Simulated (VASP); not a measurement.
# AlRu (Pm-3m) in VASP: relaxation of cell and atoms with PBE

Aim: the relaxation of cell and atoms of AlRu with PBE.

All numbers are computed with VASP 6.6.1; they aren't measurements. Logs are shortened: lines on timing, memory, paths and dates and some standing lists are left out, and cuts for length are marked.

## 1. Starting point

It takes space group Pm-3m (No. 221, cubic). Conventional cell: a = 2.990 Å, b = 2.990 Å, c = 2.990 Å, α = 90.00°, β = 90.00°, γ = 90.00°. Ru (site symmetry m-3m) has 8 Al at 2.59 Å as nearest neighbours. Al (site symmetry m-3m) is surrounded by 8 Ru at 2.59 Å.

The cell was built by a generator and needn't be a form met in nature.

## 2. Relaxation of cell and atoms, PBE

Input file INCAR:

```
SYSTEM = AlRu
PREC = Accurate
ENCUT = 600
EDIFF = 1E-6
ISMEAR = 1
SIGMA = 0.2
LREAL = .FALSE.
LASPH = .TRUE.
NELM = 80
ALGO = Normal
ISIF = 3
LWAVE = .FALSE.
LCHARG = .FALSE.
GGA = PE
IBRION = 2
NSW = 60
EDIFFG = -0.005
KPAR = 8
```

Input file KPOINTS:

```
regular mesh
0
G
  18 18 18
  0 0 0
```

Input file POSCAR:

```
AlRu
1.0
    2.9900000000      0.0000000000      0.0000000000
    0.0000000000      2.9900000000      0.0000000000
    0.0000000000      0.0000000000      2.9900000000
Ru Al
1 1
Direct
    0.0000000000      0.0000000000      0.0000000000
    0.5000000000      0.5000000000      0.5000000000
```

Potentials or basis: VASP PAW PBE potentials, release 64 (Ru_pv, Al).

Command:

```console
> cat potpaw_PBE.64/Ru_pv/POTCAR potpaw_PBE.64/Al/POTCAR > POTCAR
> mpirun -np 8 vasp_std > vasp.out
```

OUTCAR:

```text
SYSTEM = AlRu
   PREC = Accurate
   ENCUT = 600
   EDIFF = 1E-6
   ISMEAR = 1
   LREAL = .FALSE.
   LASPH = .TRUE.
   NELM = 80
   ISIF = 3
   GGA = PE
   IBRION = 2
   NSW = 60
   EDIFFG = -0.005

 ion  position               nearest neighbor table
   1  0.000  0.000  0.000-   2 2.59   2 2.59   2 2.59   2 2.59   2 2.59   2 2.59   2 2.59   2 2.59

   2  0.500  0.500  0.500-   1 2.59   1 2.59   1 2.59   1 2.59   1 2.59   1 2.59   1 2.59   1 2.59

  LATTYP: Found a simple cubic cell.
 ALAT       =     2.9900000000

  Lattice vectors:

 A1 = (   2.9900000000,   0.0000000000,   0.0000000000)
 A2 = (   0.0000000000,   2.9900000000,   0.0000000000)
 A3 = (   0.0000000000,   0.0000000000,   2.9900000000)

Analysis of symmetry for initial positions (statically):
=====================================================================
 Subroutine PRICEL returns:
 Original cell was already a primitive cell.

 Routine SETGRP: Setting up the symmetry group for a
 simple cubic supercell.

 Subroutine GETGRP returns: Found 48 space group operations
 (whereof 48 operations were pure point group operations)
 out of a pool of 48 trial point group operations.

The static configuration has the point symmetry O_h .

Analysis of symmetry for dynamics (positions and initial velocities):
=====================================================================
 Subroutine PRICEL returns:
 Original cell was already a primitive cell.

 Routine SETGRP: Setting up the symmetry group for a
 simple cubic supercell.

 Subroutine GETGRP returns: Found 48 space group operations
 (whereof 48 operations were pure point group operations)
 out of a pool of 48 trial point group operations.

The dynamic configuration has the point symmetry O_h .

 Subroutine INISYM returns: Found 48 space group operations
 (whereof 48 operations are pure point group operations),
 and found     1 'primitive' translations

----------------------------------------------------------------------------------------

                                     Primitive cell

  volume of cell :      26.7309

  direct lattice vectors                    reciprocal lattice vectors
     2.990000000  0.000000000  0.000000000     0.334448161  0.000000000  0.000000000
     0.000000000  2.990000000  0.000000000     0.000000000  0.334448161  0.000000000
     0.000000000  0.000000000  2.990000000     0.000000000  0.000000000  0.334448161

  length of vectors
     2.990000000  2.990000000  2.990000000     0.334448161  0.334448161  0.334448161

  position of ions in fractional coordinates (direct lattice)
     0.000000000  0.000000000  0.000000000
     0.500000000  0.500000000  0.500000000

  ion indices of the primitive-cell ions
   primitive index   ion index
                 1           1
                 2           2

----------------------------------------------------------------------------------------

 KPOINTS: regular mesh

Automatic generation of k-mesh.
 Grid dimensions read from file:
 generate k-points for:   18   18   18

 Generating k-lattice:

  Cartesian coordinates                     Fractional coordinates (reciprocal lattice)
     0.018580453  0.000000000  0.000000000     0.055555556  0.000000000  0.000000000
     0.000000000  0.018580453  0.000000000     0.000000000  0.055555556  0.000000000
     0.000000000  0.000000000  0.018580453     0.000000000  0.000000000  0.055555556

  Length of vectors
     0.018580453  0.018580453  0.018580453

  Shift w.r.t. Gamma in fractional coordinates (k-lattice)
     0.000000000  0.000000000  0.000000000

 Subroutine IBZKPT returns following result:
 ===========================================

 Found    220 irreducible k-points:

 Following reciprocal coordinates:
            Coordinates               Weight
  0.000000  0.000000  0.000000      1.000000
  0.055556  0.000000  0.000000      6.000000
  0.111111  0.000000  0.000000      6.000000
  0.166667  0.000000  0.000000      6.000000
  0.222222  0.000000  0.000000      6.000000
  0.277778  0.000000  0.000000      6.000000
[... 16 lines left out ...]
  0.277778  0.111111  0.000000     24.000000
  0.333333  0.111111  0.000000     24.000000
 [... further k-points ...]
   k-points           NKPTS =    220   k-points in BZ     NKDIM =    220   number of bands    NBANDS=     12
   number of dos      NEDOS =    301   number of ions     NIONS =      2
   total plane-waves  NPLWV =  13824
   dimension x,y,z NGX =    24 NGY =   24 NGZ =   24
   dimension x,y,z NGXF=    48 NGYF=   48 NGZF=   48
   ions per type =               1   1
   NGX,Y,Z   is equivalent  to a cutoff of  13.34, 13.34, 13.34 a.u.
   NGXF,Y,Z  is equivalent  to a cutoff of  26.69, 26.69, 26.69 a.u.
 SYSTEM =  AlRu
   PREC   = accura    normal or accurate (medium, high low for compatibility)
   ISTART =      0    job   : 0-new  1-cont  2-samecut
   ICHARG =      2    charge: 1-file 2-atom 10-const
   ISPIN  =      1    spin polarized calculation?
   LNONCOLLINEAR =      F non collinear calculations
   LSORBIT =      F    spin-orbit coupling
   LASPH  =      T    aspherical Exc in radial PAW
   ENCUT  =  600.0 eV  44.10 Ry    6.64 a.u.   5.97  5.97  5.97*2*pi/ulx,y,z
   NELM   =     80;   NELMIN=  2; NELMDL= -5     # of ELM steps
   EDIFF  = 0.1E-05   stopping-criterion for ELM
   LREAL  =      F    real-space projection
   EDIFFG = -.5E-02   stopping-criterion for IOM
   NSW    =     60    number of steps for IOM
   IBRION =      2    ionic relax: 0-MD 1-quasi-New 2-CG
   NFREE  =      1    steps in history (QN), initial steepest desc. (CG)
   ISIF   =      3    stress and relaxation
   ISYM   =      2    0-nonsym 1-usesym 2-fastsym
   POTIM  = 0.5000    time-step for ionic-motion
   TEBEG  =    0.0;   TEEND  =   0.0 temperature during run
   PSTRESS=    0.0 pullay stress
   NELECT =      17.0000    total number of electrons
   NUPDOWN=      -1.0000    fix difference up-down
   EMIN   =  10.00;   EMAX   =-10.00  energy-range for DOS
   EFERMI =   0.00;   METHOD = LEGACY
   ISMEAR =     1;   SIGMA  =   0.20  broadening in eV -4-tet -1-fermi 0-gaus
   EFERMI_NEDOS =   21; number of points for ismear=-14 and -15
   IALGO  =     38    algorithm
   IMIX   =      4    mixing-type and parameters
     AMIX     =   0.40;   BMIX     =  1.00
     AMIX_MAG =   1.60;   BMIX_MAG =  1.00
  volume/ion in A,a.u.               =      13.37        90.19
  Fermi-wavevector in a.u.,A,eV,Ry     =   1.407840  2.660432 26.966928  1.982013
  Thomas-Fermi vector in A             =   2.530058
   LORBIT       =      0    0 simple, 1 ext, 2 COOP (PROOUT), +10 PAW based schemes
   GGA     = PE    functional components
   LHFCALC =     F    Hartree Fock is set to
   AEXX    =    0.0000 exact exchange contribution
   IVDW    =     0    specifies the selected vdW correction
   LEPSILON=     F    determine dielectric tensor
   LRPA    =     F    only Hartree local field effects (RPA)
 conjugate gradient relaxation of ions
 non-spin polarized calculation
 Methfessel and Paxton  Order N= 1 SIGMA  =   0.20
  energy-cutoff  :      600.00
  volume of cell :       26.73
 maximum number of plane-waves:       912
 NGX is ok and might be reduce to    24
   NGX = 11   NGY = 11   NGZ = 11

--------------------------------------- Ionic step        1  -------------------------------------------

 number of electron      16.9999995 magnetization

 Free energy of the ion-electron system (eV)
  ---------------------------------------------------
  ext. energy  EPLUGINS =         0.00000000
  ---------------------------------------------------
  free energy    TOTEN  =       -14.25711454 eV

  energy without entropy =      -14.25743337  energy(sigma->0) =      -14.25722082

------------------------ aborting loop because EDIFF is reached ----------------------------------------

  FORCE on cell =-STRESS in cart. coord.  units (eV):
  Direction    XX          YY          ZZ          XY          YZ          ZX
  --------------------------------------------------------------------------------------
  -------------------------------------------------------------------------------------
  Total        0.4658051      0.4658051      0.4658051      0.0000000      0.0000000     -0.0000000
  in kB       27.9190907     27.9190907     27.9190907      0.0000000      0.0000000     -0.0000000
  external PRESSURE =      27.9190907 kB  Pullay stress =       0.0000000 kB
[... 57 lines left out ...]
  energy  without entropy=      -14.2533143311  energy(sigma->0) =      -14.25317825

--------------------------------------- Ionic step        3  -------------------------------------------

 number of electron      16.9999996 magnetization

 Free energy of the ion-electron system (eV)
  ---------------------------------------------------
  ext. energy  EPLUGINS =         0.00000000
  ---------------------------------------------------
  free energy    TOTEN  =       -14.26014910 eV

  energy without entropy =      -14.26042416  energy(sigma->0) =      -14.26024079

 E-fermi :  10.5431     XC(G=0): -12.5069

 val. band max:       10.5365951752   @ k =   0.0556   0.0556   0.0556
 cond. band min:      10.5473502074   @ k =   0.1667   0.1111   0.0000
 fundamental gap:      0.0107550322
 Fermi energy:        10.5431467609

 k-point     1 :       0.0000    0.0000    0.0000
  band No.  band energies     occupation
      1     -31.2152      2.00000
      2     -31.2152      2.00000
      3     -31.2152      2.00000
      4       0.9469      2.00000
      5       7.0492      2.00000
      6       7.0492      2.00000
      7      10.7244     -0.02490
      8      10.7244     -0.02491
      9      10.7244     -0.02491
     10      16.5755      0.00000
     11      16.5755      0.00000
     12      16.5755      0.00000
[... 331 lines left out ...]
 k-point    24 :       0.3333    0.1111    0.0000
  band No.  band energies     occupation
      1     -31.3629      2.00000
      2     -31.2254      2.00000
      3     -31.2004      2.00000
      4       3.0933      2.00000
      5       6.7931      2.00000
      6       7.7121      2.00000
      7       9.1648      2.00000
      8       9.3630      2.00000
      9      10.6749      0.11055
     10      13.1319     -0.00000
     11      17.9197      0.00000
     12      19.6480      0.00000

 [... further k-points ...]

------------------------ aborting loop because EDIFF is reached ----------------------------------------

  FORCE on cell =-STRESS in cart. coord.  units (eV):
  Direction    XX          YY          ZZ          XY          YZ          ZX
  --------------------------------------------------------------------------------------
  -------------------------------------------------------------------------------------
  Total       -0.0025811     -0.0025811     -0.0025811      0.0000000     -0.0000000      0.0000000
  in kB       -0.1526709     -0.1526709     -0.1526709      0.0000000     -0.0000000      0.0000000
  external PRESSURE =      -0.1526709 kB  Pullay stress =       0.0000000 kB
[... 17 lines left out ...]
  FREE ENERGIE OF THE ION-ELECTRON SYSTEM (eV)
  ---------------------------------------------------
  free  energy   TOTEN  =       -14.2601491029 eV

  energy  without entropy=      -14.2604241550  energy(sigma->0) =      -14.26024079

 reached required accuracy - stopping structural energy minimisation
```

Wall time 22 s (8 MPI ranks of Intel Xeon Platinum 8175M at 2.50GHz (Skylake/Cascade Lake), shared host); peak memory 0.22 GiB.

What came out:

* Free energy: -14.2601 eV
* Relaxed volume: 13.54 Å³/atom
* Relaxed cell: a = 3.003 Å, b = 3.003 Å, c = 3.003 Å, α = 90.00°, β = 90.00°, γ = 90.00°
* Space group after relaxing (to 0.05 Å): Pm-3m (No. 221)
* Energy gained by relaxing: 1.5 meV/atom
* Ionic steps: 3
* Pressure after relaxing: 0.0 GPa
* Band gap on the k mesh: none (metal or under the smearing width)

The path:
| step | energy change (eV) | largest force (eV/Å) | pressure (GPa) | volume (Å³) |
| --- | --- | --- | --- | --- |
| 1 | 0.0000 | 0.0000 | 2.79 | 26.73 |
| 2 | 0.0040 | 0.0000 | -3.97 | 27.64 |
| 3 | -0.0030 | 0.0000 | -0.02 | 27.09 |

Final structure:
```
CELL_PARAMETERS angstrom
3.00322 0.00000 0.00000
0.00000 3.00322 0.00000
0.00000 0.00000 3.00322
ATOMIC_POSITIONS crystal
Ru 0.00000 0.00000 0.00000
Al 0.50000 0.50000 0.50000
```
